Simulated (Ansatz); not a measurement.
# SiNi3: the cost of one run

Program: Ansatz 0.2.0. Level of theory: DFT PBEsol, scalar-relativistic, plane waves, PAW. These are calculated values, not measurements.

5 further runs of the same task are left out: 5 set aside as unsound or not needed.

**1. The system as given**

The structure is cubic, space group Pm-3m (No. 221). Conventional cell: a = 3.461 Å, b = 3.461 Å, c = 3.461 Å, α = 90.00°, β = 90.00°, γ = 90.00°. Around Si (site symmetry m-3m) lie 12 Ni at 2.45 Å. Around Ni (site symmetry 4/mmm) lie 4 Si at 2.45 Å and 8 Ni at 2.45 Å.

Structure file:

```
CELL_PARAMETERS angstrom
0.00000 -3.46125 0.00000
0.00000 0.00000 -3.46125
10.38374 0.00000 0.00000
ATOMIC_POSITIONS crystal
Si 0.00000 0.00000 0.00000
Si 0.00000 0.00000 0.33333
Si 0.00000 0.00000 0.66667
Ni 0.50000 0.50000 0.00000
Ni 0.50000 0.50000 0.33333
Ni 0.50000 0.50000 0.66667
Ni 0.00000 0.50000 0.16667
Ni 0.00000 0.50000 0.50000
Ni 0.00000 0.50000 0.83333
Ni 0.50000 0.00000 0.16667
Ni 0.50000 0.00000 0.50000
Ni 0.50000 0.00000 0.83333
```

It is built from the cell relaxed beforehand with the same method (10.37 Å³/atom).

**2. Zero of energy**

The cell is repeated 3 times, 12 atoms in all. Reference values: F = -54115.6271 eV; pressure -0.03 GPa; largest force 0.000 eV/Å; gap on the mesh none (metal). It was computed beforehand with the settings of the runs below.

**3. Next: a stacking-fault curve**

The cut lies on the cell's a–b face, a (1 0 0) plane of area 11.98 Å², between layers 1.73 Å apart (Ni below, Ni, Si above); the cell is 10.4 Å thick. Vector c is tilted by f times 1·a + 0·b (length 3.461 Å) with the atoms' Cartesian places fixed: one unrelaxed fault per cell.

**4. At f = 0.200**

Contents of input.yaml:

```yaml
crystal:
  lattice:
    - [0.0, -3.4612457362, 0.0]
    - [0.0, 0.0, -3.4612457362]
    - [10.3837372087, -0.6922491472, 0.0]
  atoms:
    - { symbol: Si, position: [-0.15, 0.0, 0.75] }
    - { symbol: Si, position: [-0.0166666667, 0.0, 0.0833333333] }
    - { symbol: Si, position: [-0.0833333333, 0.0, 0.4166666667] }
    - { symbol: Ni, position: [0.35, 0.5, 0.75] }
    - { symbol: Ni, position: [0.4833333333, 0.5, 0.0833333333] }
    - { symbol: Ni, position: [0.4166666667, 0.5, 0.4166666667] }
    - { symbol: Ni, position: [-0.1833333333, 0.5, 0.9166666667] }
    - { symbol: Ni, position: [-0.05, 0.5, 0.25] }
    - { symbol: Ni, position: [-0.1166666667, 0.5, 0.5833333333] }
    - { symbol: Ni, position: [0.3166666667, 0.0, 0.9166666667] }
    - { symbol: Ni, position: [0.45, 0.0, 0.25] }
    - { symbol: Ni, position: [0.3833333333, 0.0, 0.5833333333] }
basis:
  ecutwfc: 420
kpoints:
  mp_grid: { grid: [13, 13, 5] }
hamiltonian:
  xc: pbesol
scf:
  occupations: { method: gaussian, width: 0.15 }
output:
  forces: true
  stress: true
  eigenvalues: true
```

Run with:

```console
> ansatz run input.yaml --threads 2 --pin off --max-ram 5120MiB --backend cpu --events-out ev --progress --plain --runs-dir out
```

**Question.** How long does this run take on 2 threads of Arm Neoverse V1, shared host, and how much memory does it need?

About 3.6 min, with a peak of 2.1 GiB.
